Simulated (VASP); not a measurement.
# P (Cmce) in VASP: band structure with PBE

Aim: the band structure of P with PBE.

All numbers are computed with VASP 6.6.1; they aren't measurements. Logs are shortened: lines on timing, memory, paths and dates and some standing lists are left out, and cuts for length are marked.

**1. The structure**

Symmetry: Cmce, No. 64, orthorhombic system. Conventional cell: a = 3.323 Å, b = 10.194 Å, c = 4.165 Å, α = 90.00°, β = 90.00°, γ = 90.00°. P (site symmetry m) has 3 P at 2.23 to 2.25 Å as nearest neighbours.

**2. Band structure, PBE**

File INCAR:

```
SYSTEM = P
PREC = Accurate
ENCUT = 520
EDIFF = 1E-6
ISMEAR = 0
SIGMA = 0.1
LREAL = .FALSE.
LASPH = .TRUE.
NELM = 60
ALGO = Fast
ISIF = 2
LWAVE = .FALSE.
LCHARG = .FALSE.
GGA = PE
```

File KPOINTS:

```
regular mesh
0
G
  14 14 10
  0 0 0
```

File POSCAR:

```
P
1.0
    1.6614100000     -5.0970330000      0.0000000000
    1.6614100000      5.0970330000      0.0000000000
    0.0000000000      0.0000000000      4.1646880000
P
4
Direct
    0.8936196000      0.1063804000      0.0718792900
    0.6063804000      0.3936196000      0.5718793000
    0.1063804000      0.8936196000      0.9281207000
    0.3936196000      0.6063804000      0.4281207000
```

File KPOINTS_OPT:

```
path GXSRAZGYX1A1TY,ZT
20
line-mode
reciprocal
 0.0000000000  0.0000000000  0.0000000000  G
 0.2765618768  0.2765618768  0.0000000000  X

 0.2765618768  0.2765618768  0.0000000000  X
 0.0000000000  0.5000000000  0.0000000000  S

 0.0000000000  0.5000000000  0.0000000000  S
 0.0000000000  0.5000000000  0.5000000000  R

 0.0000000000  0.5000000000  0.5000000000  R
 0.2765618768  0.2765618768  0.5000000000  A

 0.2765618768  0.2765618768  0.5000000000  A
 0.0000000000  0.0000000000  0.5000000000  Z

 0.0000000000  0.0000000000  0.5000000000  Z
 0.0000000000  0.0000000000  0.0000000000  G

 0.0000000000  0.0000000000  0.0000000000  G
-0.5000000000  0.5000000000  0.0000000000  Y

-0.5000000000  0.5000000000  0.0000000000  Y
-0.2765618768  0.7234381232  0.0000000000  X1

-0.2765618768  0.7234381232  0.0000000000  X1
-0.2765618768  0.7234381232  0.5000000000  A1

-0.2765618768  0.7234381232  0.5000000000  A1
-0.5000000000  0.5000000000  0.5000000000  T

-0.5000000000  0.5000000000  0.5000000000  T
-0.5000000000  0.5000000000  0.0000000000  Y

 0.0000000000  0.0000000000  0.5000000000  Z
-0.5000000000  0.5000000000  0.5000000000  T
```

Potentials or basis: VASP PAW PBE potentials, release 64 (P).

On the command line:

```bash
> cat potpaw_PBE.64/P/POTCAR > POTCAR
> mpirun -np 1 vasp_std > vasp.out
```

OUTCAR:

```text
SYSTEM = P
   PREC = Accurate
   ENCUT = 520
   EDIFF = 1E-6
   ISMEAR = 0
   LREAL = .FALSE.
   LASPH = .TRUE.
   NELM = 60
   ISIF = 2
   GGA = PE

 ion  position               nearest neighbor table
   1  0.894  0.106  0.072-   4 2.23   4 2.23   3 2.25
   2  0.606  0.394  0.572-   3 2.23   3 2.23   4 2.25
   3  0.106  0.894  0.928-   2 2.23   2 2.23   1 2.25
   4  0.394  0.606  0.428-   1 2.23   1 2.23   2 2.25

  LATTYP: Found a base centered orthorhombic cell.
 ALAT       =     3.3228200000
 B/A-ratio  =     3.0678959438
 C/A-ratio  =     1.2533594958

  Lattice vectors:

 A1 = (   1.6614100000,  -5.0970330000,   0.0000000000)
 A2 = (   1.6614100000,   5.0970330000,   0.0000000000)
 A3 = (   0.0000000000,   0.0000000000,   4.1646880000)

Analysis of symmetry for initial positions (statically):
=====================================================================
 Subroutine PRICEL returns:
 Original cell was already a primitive cell.

 Routine SETGRP: Setting up the symmetry group for a
 base centered orthorhombic supercell.

 Subroutine GETGRP returns: Found  8 space group operations
 (whereof  4 operations were pure point group operations)
 out of a pool of  8 trial point group operations.

The static configuration has the point symmetry C_2h.
 The point group associated with its full space group is D_2h.

Analysis of symmetry for dynamics (positions and initial velocities):
=====================================================================
 Subroutine PRICEL returns:
 Original cell was already a primitive cell.

 Routine SETGRP: Setting up the symmetry group for a
 base centered orthorhombic supercell.

 Subroutine GETGRP returns: Found  8 space group operations
 (whereof  4 operations were pure point group operations)
 out of a pool of  8 trial point group operations.

The dynamic configuration has the point symmetry C_2h.
 The point group associated with its full space group is D_2h.

 Subroutine INISYM returns: Found  8 space group operations
 (whereof  4 operations are pure point group operations),
 and found     1 'primitive' translations

----------------------------------------------------------------------------------------

                                     Primitive cell

  volume of cell :      70.5353

  direct lattice vectors                    reciprocal lattice vectors
     1.661410000 -5.097033000  0.000000000     0.300949194 -0.098096285  0.000000000
[... 105 lines left out ...]
   ISMEAR =     0;   SIGMA  =   0.10  broadening in eV -4-tet -1-fermi 0-gaus
   EFERMI_NEDOS =   21; number of points for ismear=-14 and -15
   IALGO  =     68    algorithm
   IMIX   =      4    mixing-type and parameters
     AMIX     =   0.40;   BMIX     =  1.00
     AMIX_MAG =   1.60;   BMIX_MAG =  1.00
  volume/ion in A,a.u.               =      17.63       119.00
  Fermi-wavevector in a.u.,A,eV,Ry     =   1.075514  2.032426 15.738261  1.156730
  Thomas-Fermi vector in A             =   2.211372
   LORBIT       =      0    0 simple, 1 ext, 2 COOP (PROOUT), +10 PAW based schemes
   GGA     = PE    functional components
   LHFCALC =     F    Hartree Fock is set to
   AEXX    =    0.0000 exact exchange contribution
   IVDW    =     0    specifies the selected vdW correction
   LEPSILON=     F    determine dielectric tensor
   LRPA    =     F    only Hartree local field effects (RPA)
 non-spin polarized calculation
 RMM-DIIS sequential band-by-band and
 Gauss-broadening in eV      SIGMA  =   0.10
  energy-cutoff  :      520.00
  volume of cell :       70.54
 maximum number of plane-waves:      1916
   NGX = 19   NGY = 19   NGZ = 15

 number of electron      19.9999998 magnetization

 Free energy of the ion-electron system (eV)
  ---------------------------------------------------
  ext. energy  EPLUGINS =         0.00000000
  ---------------------------------------------------
  free energy    TOTEN  =       -21.37640405 eV

  energy without entropy =      -21.37585005  energy(sigma->0) =      -21.37612705

 E-fermi :   7.4156     XC(G=0): -10.2647

 val. band max:        7.3782618827   @ k =   0.5000   0.1429   0.0000
 cond. band min:       7.4241588699   @ k =   0.4286   0.2143   0.0000
 fundamental gap:      0.0458969872
 Fermi energy:         7.4156266825

 k-point     1 :       0.0000    0.0000    0.0000
  band No.  band energies     occupation
      1      -8.5950      2.00000
      2      -5.2449      2.00000
      3      -1.7335      2.00000
      4       0.1088      2.00000
      5       2.3003      2.00000
      6       3.1466      2.00000
      7       3.3262      2.00000
      8       4.5404      2.00000
      9       4.7420      2.00000
     10       6.0328      2.00000
     11       8.4455      0.00000
     12       8.6518      0.00000
     13       9.3059      0.00000
     14      10.8557      0.00000
[... 377 lines left out ...]
      1      -6.4378      2.00000
      2      -4.6454      2.00000
      3      -3.0864      2.00000
      4      -2.1621      2.00000
      5       1.8414      2.00000
      6       2.3088      2.00000
      7       3.8978      2.00000
      8       4.5643      2.00000
      9       4.6149      2.00000
     10       5.4629      2.00000
     11       8.0843      0.00000
     12       8.3204      0.00000
     13       8.3349      0.00000
     14       9.0406      0.00000

 [... further k-points ...]

------------------------ aborting loop because EDIFF is reached ----------------------------------------

  FORCE on cell =-STRESS in cart. coord.  units (eV):
  Direction    XX          YY          ZZ          XY          YZ          ZX
  --------------------------------------------------------------------------------------
  -------------------------------------------------------------------------------------
  Total        1.4268527      1.4402423      1.5147979      0.0000000     -0.0000000      0.0000000
  in kB       32.4102952     32.7144351     34.4079303      0.0000000     -0.0000000      0.0000000
  external PRESSURE =      33.1775535 kB  Pullay stress =       0.0000000 kB

 VOLUME and BASIS-vectors are now :
 -----------------------------------------------------------------------------
  energy-cutoff  :      520.00
  volume of cell :       70.54
      direct lattice vectors                 reciprocal lattice vectors
     1.661410000 -5.097033000  0.000000000     0.300949194 -0.098096285  0.000000000
     1.661410000  5.097033000  0.000000000     0.300949194  0.098096285  0.000000000
     0.000000000  0.000000000  4.164688000     0.000000000  0.000000000  0.240114025

 POSITION                                       TOTAL-FORCE (eV/Angst)
 -----------------------------------------------------------------------------------
      1.66141     -4.01258      0.29935         0.000000     -0.052089      0.043602
      1.66141     -1.08445      2.38170         0.000000      0.052089      0.043602
      1.66141      4.01258      3.86533         0.000000      0.052089     -0.043602
      1.66141      1.08445      1.78299         0.000000     -0.052089     -0.043602
 -----------------------------------------------------------------------------------
    total drift:                               -0.000000      0.000002     -0.000009

  FREE ENERGIE OF THE ION-ELECTRON SYSTEM (eV)
  ---------------------------------------------------
  free  energy   TOTEN  =       -21.3764040532 eV

  energy  without entropy=      -21.3758500512  energy(sigma->0) =      -21.37612705
```

OSZICAR:

```text
N       E                     dE             d eps       ncg     rms          rms(c)
DAV:   1     0.637078982346E+02    0.63708E+02   -0.85911E+03  9576   0.123E+03
DAV:   2    -0.173593330889E+02   -0.81067E+02   -0.78564E+02 12518   0.178E+02
DAV:   3    -0.214593118529E+02   -0.41000E+01   -0.40423E+01 13096   0.419E+01
[... 12 lines left out ...]
       N       E                     dE             ncg
DAV:   1     0.280804404260E+05   -0.10126E+06     6720
DAV:   2     0.873366411356E+04   -0.19347E+05     8876
DAV:   3     0.776912845035E+04   -0.96454E+03     9040
DAV:   4     0.775606128630E+04   -0.13067E+02     8410
DAV:   5     0.775578165549E+04   -0.27963E+00     9268
DAV:   6     0.775577338913E+04   -0.82664E-02     8510
DAV:   7     0.775577319213E+04   -0.19700E-03     8918
DAV:   8     0.775577318498E+04   -0.71462E-05     6504
DAV:   9     0.775577318416E+04   -0.82281E-06     6132
```

stdout:

```text
POSCAR found type information on POSCAR P
 POSCAR found :  1 types and       4 ions
 scaLAPACK will be used
 LDA part: xc-table for (Slater+PW92), standard interpolation
 POSCAR, INCAR and KPOINTS ok, starting setup
 FFT: planning ... GRIDC
 FFT: planning ... GRID_SOFT
 FFT: planning ... GRID
 WAVECAR not read
 entering main loop
 Start KPOINTS_OPT (optional k-point list driver)
k-point batch [1-240\240]
```

Run time: 3.3 min. Hardware: 1 thread of Intel Xeon 6975P-C (Granite Rapids), shared host; peak memory 0.55 GiB.

Results:

* Free energy: -21.3764 eV
* Pressure: 3.3 GPa
* Largest force: 0.068 eV/Å
* Band gap along the path: none (metal or under the smearing width)

Forces on the atoms (eV/Å):
```
P    0.000 -0.052  0.044
P    0.000  0.052  0.044
P    0.000  0.052 -0.044
P    0.000 -0.052 -0.044
```

Stress tensor (GPa, compression positive):
```
3.24 0.00 0.00
0.00 3.27 0.00
0.00 0.00 3.44
```

Levels at the corners of the path, in eV from the Fermi level:
| point | band 7 | band 8 | band 9 | band 10 | band 11 | band 12 | band 13 | band 14 |
| --- | --- | --- | --- | --- | --- | --- | --- | --- |
| Γ | -4.09 | -2.88 | -2.67 | -1.38 | 1.03 | 1.24 | 1.89 | 3.44 |
| X | -3.66 | -3.23 | -2.84 | -2.13 | 0.57 | 0.64 | 1.23 | 1.86 |
| X | -3.66 | -3.23 | -2.84 | -2.13 | 0.57 | 0.64 | 1.23 | 1.86 |
| S | -3.22 | -3.22 | -2.67 | -2.67 | 0.80 | 0.80 | 1.08 | 1.08 |
| S | -3.22 | -3.22 | -2.67 | -2.67 | 0.80 | 0.80 | 1.08 | 1.08 |
| R | -5.76 | -5.76 | -2.11 | -2.11 | 1.60 | 1.60 | 4.75 | 4.75 |
| R | -5.76 | -5.76 | -2.11 | -2.11 | 1.60 | 1.60 | 4.75 | 4.75 |
| A | -4.70 | -4.70 | -2.15 | -2.15 | 2.06 | 2.06 | 4.13 | 4.13 |
| A | -4.70 | -4.70 | -2.15 | -2.15 | 2.06 | 2.06 | 4.13 | 4.13 |
| Z | -3.09 | -3.09 | -0.88 | -0.88 | 1.46 | 1.46 | 2.20 | 2.20 |
| Z | -3.09 | -3.09 | -0.88 | -0.88 | 1.46 | 1.46 | 2.20 | 2.20 |
| Γ | -4.09 | -2.88 | -2.67 | -1.38 | 1.03 | 1.24 | 1.89 | 3.44 |
| Γ | -4.09 | -2.88 | -2.67 | -1.38 | 1.03 | 1.24 | 1.89 | 3.44 |
| Y | -4.37 | -2.18 | -1.83 | -0.38 | 0.45 | 0.66 | 2.46 | 3.15 |
| Y | -4.37 | -2.18 | -1.83 | -0.38 | 0.45 | 0.66 | 2.46 | 3.15 |
| X1 | -3.66 | -3.23 | -2.84 | -2.13 | 0.57 | 0.64 | 1.23 | 1.86 |
| X1 | -3.66 | -3.23 | -2.84 | -2.13 | 0.57 | 0.64 | 1.23 | 1.86 |
| A1 | -4.70 | -4.70 | -2.15 | -2.15 | 2.06 | 2.06 | 4.13 | 4.13 |
| A1 | -4.70 | -4.70 | -2.15 | -2.15 | 2.06 | 2.06 | 4.13 | 4.13 |
| T | -2.43 | -2.43 | -1.26 | -1.26 | 1.32 | 1.32 | 2.72 | 2.73 |
| T | -2.43 | -2.43 | -1.26 | -1.26 | 1.32 | 1.32 | 2.72 | 2.73 |
| Y | -4.37 | -2.18 | -1.83 | -0.38 | 0.45 | 0.66 | 2.46 | 3.15 |
| Z | -3.09 | -3.09 | -0.88 | -0.88 | 1.46 | 1.46 | 2.20 | 2.20 |
| T | -2.43 | -2.43 | -1.26 | -1.26 | 1.32 | 1.32 | 2.73 | 2.74 |
